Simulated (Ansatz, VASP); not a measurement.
# Two plane-wave programs on Pd

```xyz
1
Lattice="0.0000 1.9228 1.9228 1.9228 0.0000 1.9228 1.9228 1.9228 0.0000" Properties=species:S:1:pos:R:3 pbc="T T T"
Pd    0.0000    0.0000    0.0000
```

Alike in both runs: functional LDA; k mesh 8 × 8 × 8; occupations gaussian, width 0.1 eV; no spin polarisation.

Ansatz relaxed the structure, and its values are those at the end. VASP's run is a single point on that final structure, the one shown.

|  | VASP | Ansatz |
| --- | --- | --- |
| version | VASP 6.6.1 | Ansatz 0.2.0 |
| potentials or method | VASP PAW LDA potentials, release 64 (Pd) | scalar-relativistic, plane waves, PAW |
| plane-wave cutoff (eV) | 520 | 420 |
| valence electrons in the cell | 10 | 18 |

|  | VASP | Ansatz | Ansatz less VASP |
| --- | --- | --- | --- |
| gap on the k mesh at the Fermi level (eV) | none | none | - |
| pressure (GPa) | 0.2 | -0.1 | -0.31 |

A gap of «none» marks a metal or a gap that the smearing closes. The two sets of potentials don't hold the same shells in valence.
